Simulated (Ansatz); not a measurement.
Calculated with Ansatz (gas phase, PBE0-D4/def2-TZVP geometries, no zero-point term in ΔE). CBS: MP2 limit from def2 TZ/QZ plus the TZ coupled-cluster correction, frozen cores. This one scheme is used for every species. Functionals use def2-TZVPP. No spin–orbit coupling; open shells (•) take unrestricted orbitals. Each species was taken in one conformer, which may not be the lowest.

Consider the hydrogen abstraction from the S–H bond: `CSS` + `F[C](F)F`• → `CS[S]`• + `FC(F)F`.

CCSD(T)/CBS gives -38.4 kcal/mol.

**Question.** Another level gave -38.9 kcal/mol. Which?
A. LDA (SPW92)/def2-TZVPP
B. CAM-B3LYP-D4/def2-TZVPP
C. HF/def2-TZVPP
D. r2SCAN-D4/def2-TZVPP

**Answer.** A. LDA (SPW92) -38.9, CAM-B3LYP-D4 -37.3, HF/def2-TZVPP -32.7, r2SCAN-D4 -36.3 kcal/mol.

Largest T1 diagnostic among the species: 0.022.

Leaving LDA and LC-ωPBE aside and taking each functional with its dispersion term where it has one, the values, not all of them listed here, spread over 2.7 kcal/mol, from B2PLYP to r2SCAN0-D4. LDA lies −1.7 kcal/mol from PBE without D4. In def2-TZVPP, CCSD(T) changes the Hartree–Fock value by −5.6 kcal/mol (the triples alone add −0.6 kcal/mol) and MP2 by −5.0 kcal/mol.

CCSD(T)/CBS has its own doubt, a few kJ/mol and more with outer-core shells, so smaller differences from it don't rank the levels.
